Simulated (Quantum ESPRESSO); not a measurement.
# AlRu (P4/mmm) in Quantum ESPRESSO: further runs

Runs on AlRu. Level: PBEsol. Tasks: relaxation of the atoms.

All numbers are computed with Quantum ESPRESSO 7.5; they aren't measurements. Logs are shortened: lines on timing, memory, paths and dates and some standing lists are left out, and cuts for length are marked.

**1. Starting point**

It takes space group P4/mmm (No. 123, tetragonal). The conventional cell has a = 2.872 Å, b = 2.872 Å, c = 2.992 Å, α = 90.00°, β = 90.00°, γ = 90.00°. Ru (site symmetry 4/mmm) is surrounded by 8 Al at 2.52 Å and 4 Ru at 2.87 Å. Around Al (site symmetry 4/mmm) lie 8 Ru at 2.52 Å and 4 Al at 2.87 Å.

**2. Relaxation of the atoms, PBEsol, 12.34 Å³/atom**

pw.in

```
&CONTROL
  calculation = 'relax'
  prefix = 'pwscf'
  outdir = './tmp'
  pseudo_dir = './pseudo'
  tprnfor = .true.
  tstress = .true.
  disk_io = 'low'
  nstep = 40
  forc_conv_thr = 0.0004
  etot_conv_thr = 1d-05
/
&SYSTEM
  ibrav = 0
  nat = 2
  ntyp = 2
  ecutwfc = 45
  ecutrho = 360
  nbnd = 16
  occupations = 'smearing'
  smearing = 'fd'
  degauss = 0.00367493
/
&ELECTRONS
  conv_thr = 4d-10
  electron_maxstep = 120
  mixing_beta = 0.5
/
&IONS
  ion_dynamics = 'bfgs'
/
ATOMIC_SPECIES
Ru   101.0700 ru_pbesol_v1.2.uspp.F.UPF
Al    26.9815 al_pbesol_v1.uspp.F.UPF
CELL_PARAMETERS bohr
   5.4271724875    0.0000000000    0.0000000000
   0.0000000000    5.4271724875    0.0000000000
   0.0000000000    0.0000000000    5.6533046744
ATOMIC_POSITIONS bohr
Ru     2.7135862437    2.7135862437    2.8266523372
Al     0.0000000000    0.0000000000    0.0000000000
K_POINTS automatic
9 9 9 0 0 0
```

Potentials or basis: GBRV 1.5 PBEsol.

The run is started by

```console
$ OMP_NUM_THREADS=1 mpirun -n 2 pw.x -nk 2 -in pw.in > pw.out
```

pw.out:

```text
This program is part of the open-source Quantum ESPRESSO suite
     for quantum simulation of materials; please cite
         "P. Giannozzi et al., J. Phys.:Condens. Matter 21 395502 (2009);
         "P. Giannozzi et al., J. Phys.:Condens. Matter 29 465901 (2017);
         "P. Giannozzi et al., J. Chem. Phys. 152 154105 (2020);
     in publications or presentations arising from this work. More details at

     Message from routine setup:
     using ibrav=0 with symmetry is DISCOURAGED, use correct ibrav instead

     K-points division:     npool     =       2
     Subspace diagonalization in iterative solution of the eigenvalue problem:
     a serial algorithm will be used

     G-vector sticks info
     --------------------
     sticks:   dense  smooth     PW     G-vecs:    dense   smooth      PW
     Sum         845     421    137                19199     6845    1229

     Using Slab Decomposition

     bravais-lattice index     =            0
     lattice parameter (alat)  =       5.4272  a.u.
     unit-cell volume          =     166.5136 (a.u.)^3
     number of atoms/cell      =            2
     number of atomic types    =            2
     number of electrons       =        19.00
     number of Kohn-Sham states=           16
     kinetic-energy cutoff     =      45.0000  Ry
     charge density cutoff     =     360.0000  Ry
     scf convergence threshold =      4.0E-10
     mixing beta               =       0.5000
     number of iterations used =            8  plain     mixing
     energy convergence thresh.=      1.0E-05
     force convergence thresh. =      4.0E-04
     Exchange-correlation= SLA  PW   PSX  PSC
                           (   1   4  10   8   0   0   0)
     nstep                     =           40

     celldm(1)=   5.427172  celldm(2)=   0.000000  celldm(3)=   0.000000
     celldm(4)=   0.000000  celldm(5)=   0.000000  celldm(6)=   0.000000

     crystal axes: (cart. coord. in units of alat)
               a(1) = (   1.000000   0.000000   0.000000 )
               a(2) = (   0.000000   1.000000   0.000000 )
               a(3) = (   0.000000   0.000000   1.041667 )

     reciprocal axes: (cart. coord. in units 2 pi/alat)
               b(1) = (  1.000000  0.000000  0.000000 )
               b(2) = (  0.000000  1.000000  0.000000 )
               b(3) = (  0.000000  0.000000  0.960000 )

     PseudoPot. # 1 for Ru read from file:
     ru_pbesol_v1.2.uspp.F.UPF
     Pseudo is Ultrasoft + core correction, Zval = 16.0
     Generated by new atomic code, or converted to UPF format
     Using radial grid of  967 points,  6 beta functions with:
                l(1) =   0
                l(2) =   0
                l(3) =   1
                l(4) =   1
                l(5) =   2
                l(6) =   2
     Q(r) pseudized with  8 coefficients,  rinner =    1.300   1.300   1.300
                                                       1.300   1.300

     PseudoPot. # 2 for Al read from file:
     al_pbesol_v1.uspp.F.UPF
     Pseudo is Ultrasoft + core correction, Zval =  3.0
     Generated by new atomic code, or converted to UPF format
     Using radial grid of  893 points,  3 beta functions with:
                l(1) =   0
                l(2) =   1
                l(3) =   2
     Q(r) pseudized with  8 coefficients,  rinner =    0.900   0.900   0.900
                                                       0.900   0.900

     atomic species   valence    mass     pseudopotential
     Ru               16.00   101.07000     Ru( 1.00)
     Al                3.00    26.98150     Al( 1.00)

     16 Sym. Ops., with inversion, found

   Cartesian axes

     site n.     atom                  positions (alat units)
         1        Ru     tau(   1) = (   0.5000000   0.5000000   0.5208333  )
         2        Al     tau(   2) = (   0.0000000   0.0000000   0.0000000  )

     number of k points=    75  Fermi-Dirac smearing, width (Ry)=  0.0037
                       cart. coord. in units 2pi/alat
        k(    1) = (   0.0000000   0.0000000   0.0000000), wk =   0.0027435
        k(    2) = (   0.0000000   0.0000000   0.1066667), wk =   0.0054870
        k(    3) = (   0.0000000   0.0000000   0.2133333), wk =   0.0054870
        k(    4) = (   0.0000000   0.0000000   0.3200000), wk =   0.0054870
        k(    5) = (   0.0000000   0.0000000   0.4266667), wk =   0.0054870
        k(    6) = (   0.0000000   0.1111111   0.0000000), wk =   0.0109739
[... 67 lines left out ...]
        k(   74) = (   0.4444444   0.4444444   0.3200000), wk =   0.0219479
        k(   75) = (   0.4444444   0.4444444   0.4266667), wk =   0.0219479

     Dense  grid:    19199 G-vectors     FFT dimensions: (  36,  36,  36)

     Smooth grid:     6845 G-vectors     FFT dimensions: (  24,  24,  25)

     Initial potential from superposition of free atoms

     starting charge      17.9976, renormalised to      19.0000

     negative rho (up, down):  6.996E-02 0.000E+00
     Starting wfcs are   17 randomized atomic wfcs

     Self-consistent Calculation

     iteration #  1     ecut=    45.00 Ry     beta= 0.50
     Davidson diagonalization with overlap
     ethr =  1.00E-02,  avg # of iterations =  4.5

     negative rho (up, down):  7.028E-02 0.000E+00

     total energy              =    -200.14345937 Ry
     estimated scf accuracy    <       2.11545899 Ry

     iteration #  2     ecut=    45.00 Ry     beta= 0.50
     Davidson diagonalization with overlap
     ethr =  1.00E-02,  avg # of iterations =  2.0

     negative rho (up, down):  6.920E-02 0.000E+00

     total energy              =    -200.71863008 Ry
     estimated scf accuracy    <       1.49624554 Ry

     iteration #  3     ecut=    45.00 Ry     beta= 0.50
     Davidson diagonalization with overlap
     ethr =  7.87E-03,  avg # of iterations =  1.4

     negative rho (up, down):  6.859E-02 0.000E+00

     total energy              =    -200.99110369 Ry
     estimated scf accuracy    <       0.01119585 Ry

     iteration #  4     ecut=    45.00 Ry     beta= 0.50
     Davidson diagonalization with overlap
     ethr =  5.89E-05,  avg # of iterations =  2.6

     negative rho (up, down):  6.878E-02 0.000E+00

     total energy              =    -200.99358029 Ry
     estimated scf accuracy    <       0.01168732 Ry

     iteration #  5     ecut=    45.00 Ry     beta= 0.50
     Davidson diagonalization with overlap
     ethr =  5.89E-05,  avg # of iterations =  1.9

     negative rho (up, down):  6.857E-02 0.000E+00

     total energy              =    -200.99540526 Ry
     estimated scf accuracy    <       0.00004180 Ry
[... 19 lines left out ...]
     iteration #  8     ecut=    45.00 Ry     beta= 0.50
     Davidson diagonalization with overlap
     ethr =  8.97E-10,  avg # of iterations =  3.9

     negative rho (up, down):  6.868E-02 0.000E+00

     total energy              =    -200.99541254 Ry
     estimated scf accuracy    <       0.00000053 Ry

     iteration #  9     ecut=    45.00 Ry     beta= 0.50
     Davidson diagonalization with overlap
     ethr =  8.97E-10,  avg # of iterations =  2.0

     negative rho (up, down):  6.869E-02 0.000E+00

     total energy              =    -200.99541264 Ry
     estimated scf accuracy    <       0.00000001 Ry

     iteration # 10     ecut=    45.00 Ry     beta= 0.50
     Davidson diagonalization with overlap
     ethr =  7.75E-11,  avg # of iterations =  1.5

     negative rho (up, down):  6.869E-02 0.000E+00

     total energy              =    -200.99541264 Ry
     estimated scf accuracy    <          1.0E-09 Ry

     iteration # 11     ecut=    45.00 Ry     beta= 0.50
     Davidson diagonalization with overlap
     ethr =  5.25E-12,  avg # of iterations =  2.0

     negative rho (up, down):  6.869E-02 0.000E+00

     End of self-consistent calculation

          k = 0.0000 0.0000 0.0000 (   857 PWs)   bands (ev):

   -54.0691 -24.0640 -24.0038 -24.0038   7.5395  13.6682  13.7004  17.8616
    17.8616  18.1386  23.3237  24.6100  24.6100  29.1253  29.2838  34.1219

          k = 0.0000 0.0000 0.1067 (   836 PWs)   bands (ev):

   -54.0672 -24.0903 -24.0017 -24.0017   7.7816  13.7267  13.7790  17.5956
    17.5956  18.1643  22.4490  25.0712  25.0712  28.5103  30.0672  34.6725

          k = 0.0000 0.0000 0.2133 (   852 PWs)   bands (ev):

   -54.0623 -24.1565 -23.9961 -23.9961   8.4791  13.7479  13.9885  17.0216
    17.0216  18.2304  20.9711  26.2238  26.2238  27.2256  31.0948  35.4828

          k = 0.0000 0.0000 0.3200 (   836 PWs)   bands (ev):

   -54.0567 -24.2310 -23.9898 -23.9898   9.5504  13.3248  14.2483  16.4812
    16.4812  18.3072  20.0381  26.0179  27.7048  27.7048  31.4467  33.5591

          k = 0.0000 0.0000 0.4267 (   844 PWs)   bands (ev):

   -54.0531 -24.2793 -23.9857 -23.9857  10.8559  12.2810  14.4330  16.1714
    16.1714  18.3584  19.8105  25.3087  29.1794  29.1794  31.3198  31.8655

          k = 0.0000 0.1111 0.0000 (   843 PWs)   bands (ev):

   -54.0659 -24.0604 -24.0424 -24.0005   7.7986  13.7711  13.8123  17.4768
    17.8162  17.8975  23.4711  23.8805  25.0991  28.6471  29.9895  34.9497

          k = 0.0000 0.1111 0.1067 (   847 PWs)   bands (ev):

   -54.0640 -24.0866 -24.0401 -23.9983   8.0358  13.8319  13.8975  17.1826
    17.6167  17.8693  22.9165  23.9165  25.5518  28.7598  30.2973  35.3908

          k = 0.0000 0.1111 0.2133 (   844 PWs)   bands (ev):

   -54.0591 -24.1524 -24.0341 -23.9928   8.7171  13.8574  14.1142  16.6084
    17.0615  17.9390  21.3564  24.8493  26.6898  27.8884  31.5984  34.5619

          k = 0.0000 0.1111 0.3200 (   844 PWs)   bands (ev):

   -54.0536 -24.2264 -24.0274 -23.9865   9.7580  13.4020  14.3834  16.2286
    16.5307  18.0237  20.2409  25.6010  27.3262  28.1605  32.1409  32.8474
[... 301 lines left out ...]
          k = 0.3333 0.4444 0.4267 (   855 PWs)   bands (ev):

   -54.0072 -24.2608 -24.2099 -24.1865  12.1806  13.0626  13.1435  17.5199
    18.8621  20.0154  21.4464  22.0837  23.6809  26.9074  28.2723  28.7239

          k = 0.4444 0.4444 0.0000 (   844 PWs)   bands (ev):

   -54.0164 -24.2777 -24.2768 -24.0058  11.3576  14.1921  16.1536  16.1860
    16.3193  16.4164  19.8054  24.1031  25.1625  28.3584  31.5241  32.4677

          k = 0.4444 0.4444 0.1067 (   845 PWs)   bands (ev):

   -54.0146 -24.2747 -24.2738 -24.0297  11.4719  14.3465  14.9708  15.2567
    17.5893  17.6228  19.9293  24.0825  24.7203  27.8329  31.2216  31.5819

          k = 0.4444 0.4444 0.2133 (   858 PWs)   bands (ev):

   -54.0101 -24.2670 -24.2662 -24.0898  11.7839  13.7707  13.9061  15.8385
    18.6252  18.9424  20.4791  23.3186  24.1786  27.3687  29.7169  29.9361

          k = 0.4444 0.4444 0.3200 (   862 PWs)   bands (ev):

   -54.0049 -24.2583 -24.2575 -24.1576  12.1891  13.0736  13.1478  17.3547
    19.0675  20.0886  21.5896  22.0022  23.6789  27.2100  28.2735  28.3470

          k = 0.4444 0.4444 0.4267 (   866 PWs)   bands (ev):

   -54.0015 -24.2525 -24.2518 -24.2015  12.4956  12.6949  12.7543  18.9282
    19.2013  20.9929  21.2006  22.3828  22.6422  27.0239  27.2083  27.7756

     the Fermi energy is    17.6717 ev

!    total energy              =    -200.99541264 Ry
     estimated scf accuracy    <          5.3E-11 Ry
     smearing contrib. (-TS)   =      -0.00091950 Ry
     internal energy E=F+TS    =    -200.99449314 Ry

     The total energy is F=E-TS. E is the sum of the following terms:
     one-electron contribution =     -63.32428297 Ry
     hartree contribution      =      43.30810823 Ry
     xc contribution           =     -30.36740616 Ry
     ewald contribution        =    -150.61091224 Ry

     convergence has been achieved in  11 iterations

     negative rho (up, down):  6.869E-02 0.000E+00

     Forces acting on atoms (cartesian axes, Ry/au):

     atom    1 type  1   force =     0.00000000    0.00000000    0.00000000
     atom    2 type  2   force =     0.00000000    0.00000000    0.00000000

     Total force =     0.000000     Total SCF correction =     0.000000

     Computing stress (Cartesian axis) and pressure

     negative rho (up, down):  6.869E-02 0.000E+00
          total   stress  (Ry/bohr**3)                   (kbar)     P=      168.32
   0.00133493   0.00000000   0.00000000          196.37        0.00        0.00
   0.00000000   0.00133493   0.00000000            0.00      196.37        0.00
   0.00000000   0.00000000   0.00076283            0.00        0.00      112.22

     BFGS Geometry Optimization
     Energy error            =      0.0E+00 Ry
     Gradient error          =      0.0E+00 Ry/Bohr

     bfgs converged in   1 scf cycles and   0 bfgs steps
     (criteria: energy <  1.0E-05 Ry, force <  4.0E-04 Ry/Bohr)

     End of BFGS Geometry Optimization

     Final energy             =    -200.9954126364 Ry
Begin final coordinates

ATOMIC_POSITIONS (bohr)
Ru               2.7135862437        2.7135862437        2.8266523372
Al               0.0000000000        0.0000000000        0.0000000000
End final coordinates

=------------------------------------------------------------------------------=
   JOB DONE.
=------------------------------------------------------------------------------=
```

It took 7.5 s on 2 MPI ranks of Arm Neoverse V2, shared host; peak memory 0.16 GiB.

Results:

```
Free energy             : -2734.6819 eV
Pressure after relaxing : 16.8 GPa
Band gap on the k mesh  : none (metal or under the smearing width)
```

Caveat: the relaxation stopped at its first step, so nothing moved.

**3. Relaxation of the atoms, PBEsol, 12.86 Å³/atom**

pw.in: that of step 2 with these lines changed.

```diff
@@ -35,7 +35,7 @@
 CELL_PARAMETERS bohr
-   5.4271724875    0.0000000000    0.0000000000
-   0.0000000000    5.4271724875    0.0000000000
+   5.5402385809    0.0000000000    0.0000000000
+   0.0000000000    5.5402385809    0.0000000000
    0.0000000000    0.0000000000    5.6533046744
 ATOMIC_POSITIONS bohr
-Ru     2.7135862437    2.7135862437    2.8266523372
+Ru     2.7701192905    2.7701192905    2.8266523372
 Al     0.0000000000    0.0000000000    0.0000000000
```

Potentials or basis: GBRV 1.5 PBEsol.

The run is started by

```console
$ OMP_NUM_THREADS=1 mpirun -n 2 pw.x -nk 2 -in pw.in > pw.out
```

Run time: 7.5 s. Hardware: 2 MPI ranks of Arm Neoverse V2, shared host; peak memory 0.18 GiB.

The run converged. Its results:

```yaml
Free_energy: -2734.7666 eV
Pressure_after_relaxing: 5.7 GPa
Band_gap_on_the_k_mesh: none (metal or under the smearing width)
```

Caveat: the relaxation stopped at its first step, so nothing moved.
